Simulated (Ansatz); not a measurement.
## Al under changes of volume

One of the cells (16.603 Å³/atom); the others are scaled copies at fixed shape and fractional positions:

```
Al
1.0
     0.00000    2.02481    2.02481
     2.02481    0.00000    2.02481
     2.02481    2.02481    0.00000
Al
1
Direct
  0.00000 0.00000 0.00000
```

| Quantity | Value |
| --- | --- |
| Program | Ansatz 0.2.0 |
| Functional | HSE03 |
| Potentials or basis | Ansatz PAW |
| Cutoff | 420 eV (not typed: the program's choice for these potentials) |
| k mesh | 6 × 6 × 6 |
| Occupations | fermi-dirac, width 0.05 eV |
| Spin | no spin polarisation |

```tsv
volume (Å³/atom)	energy over the lowest point (meV/atom)	pressure (GPa)
15.607	10.88	4.5
15.939	3.59	2.6
16.271	0.04	0.8
16.603	0.00	-0.8
16.935	3.07	-2.3
17.267	?	?
17.599	17.55	-4.7
```

**Question.** What does the run at 17.267 Å³/atom give?

**Answer.** Energy over the lowest point 9.00 meV/atom; pressure -3.6 GPa.

Worked out: A Birch-Murnaghan fit of order 3 (a polynomial in V^(-2/3)) to the other rows has its minimum at 16.44 Å³/atom with B0 = V·E''(V) = 79 GPa and B' = 3.6. It gives 9.01 meV/atom at 17.267 Å³/atom, against the run's 9.00, and -dE/dV = -3.5 GPa, against -3.6.

Energies are extrapolated to zero smearing.

Caveats: all runs use coarse meshes; the PAW data sets come from PBE, with cores solved anew for the run's functional, which leaves a small shift of forces and pressure; the thresholds are loose for stress.
